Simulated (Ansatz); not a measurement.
# HfO2: the cost of one run

Computed with Ansatz 0.2.0 (DFT PBE, scalar-relativistic, plane waves, PAW, unless a step's input says otherwise).

1 further run of the same task is left out (set aside as unsound or not needed).

## (1) The starting structure

Symmetry: Fm-3m, No. 225, cubic system. The conventional cell has a = 5.098 Å, b = 5.098 Å, c = 5.098 Å, α = 90.00°, β = 90.00°, γ = 90.00°. Around Hf (site symmetry m-3m) lie 8 O at 2.21 Å. O (site symmetry -43m) is surrounded by 4 Hf at 2.21 Å.

Coordinates:

```cif
data_structure
_symmetry_space_group_name_H-M 'Fm-3m'
_symmetry_Int_Tables_number 225
_cell_length_a 5.0976
_cell_length_b 5.0976
_cell_length_c 5.0976
_cell_angle_alpha 90.000
_cell_angle_beta 90.000
_cell_angle_gamma 90.000
_cell_volume 132.46
loop_
_atom_site_label
_atom_site_type_symbol
_atom_site_symmetry_multiplicity
_atom_site_Wyckoff_symbol
_atom_site_fract_x
_atom_site_fract_y
_atom_site_fract_z
_atom_site_occupancy
Hf1 Hf 4 a 0.00000 0.00000 0.00000 1
O1 O 8 c 0.25000 0.75000 0.75000 1
```

This cell was relaxed beforehand with the same method: volume 11.04 Å³/atom, gap on the mesh 3.75 eV.

The bulk reference comes from a run made before at the same settings: -5620.4700 eV/atom.

## (2) The (111) slab

Planes are indexed in the bulk's conventional cell (Fm-3m (No. 225)), a = 5.098 Å, b = 5.098 Å, c = 5.098 Å, α = 90.00°, β = 90.00°, γ = 90.00°.

The slab is a (111) slab, 10.3 Å thick as cut, with 15 Å of vacuum; its outer planes are O (top) and O (bottom).

The slab as cut. Its planes from the bottom up:

| plane | atoms per cell | height over the lowest (Å) |
| --- | --- | --- |
| 1 | O | 0.00 |
| 2 | Hf | 0.74 |
| 3 | O | 1.47 |
| 4 | O | 2.94 |
| 5 | Hf | 3.68 |
| 6 | O | 4.41 |
| 7 | O | 5.89 |
| 8 | Hf | 6.62 |
| 9 | O | 7.36 |
| 10 | O | 8.83 |
| 11 | Hf | 9.57 |
| 12 | O | 10.30 |

## (3) Single point on the unrelaxed (111) slab

The cell repeats along c, and a dipole correction in the vacuum removes the field between the copies.

input.yaml

```yaml
crystal:
  lattice:
    - [3.604555675, 0.0, 0.0]
    - [-1.8022778375, 3.1216367839, 0.0]
    - [0.0, 0.0, 25.3008758455]
  atoms:
    - { symbol: O, position: [0.0, 0.0, 0.2964324257] }
    - { symbol: Hf, position: [0.6666666667, 0.3333333333, 0.3255135078] }
    - { symbol: O, position: [0.3333333333, 0.6666666667, 0.3545945898] }
    - { symbol: O, position: [0.6666666667, 0.3333333333, 0.4127567539] }
    - { symbol: Hf, position: [0.3333333333, 0.6666666667, 0.4418378359] }
    - { symbol: O, position: [0.0, 0.0, 0.470918918] }
    - { symbol: O, position: [0.3333333333, 0.6666666667, 0.529081082] }
    - { symbol: Hf, position: [0.0, 0.0, 0.5581621641] }
    - { symbol: O, position: [0.6666666667, 0.3333333333, 0.5872432461] }
    - { symbol: O, position: [0.0, 0.0, 0.6454054102] }
    - { symbol: Hf, position: [0.6666666667, 0.3333333333, 0.6744864922] }
    - { symbol: O, position: [0.3333333333, 0.6666666667, 0.7035675743] }
basis:
  ecutwfc: 420
kpoints:
  mp_grid: { grid: [9, 9, 1] }
hamiltonian:
  xc: pbe
scf:
  occupations: { method: gaussian, width: 0.05 }
output:
  forces: true
  stress: true
  eigenvalues: true
efield:
  axis: 3
  dipole_correction: true
  ramp_width: 0.04
```

The run is started by

```bash
ansatz run input.yaml --threads 1 --pin off --max-ram 2560MiB --backend cpu --events-out ev --progress --plain --runs-dir out
```

What time and memory should one allow on 1 thread of Arm Neoverse V1, shared host?

About 50 s, with a peak of 0.59 GiB.
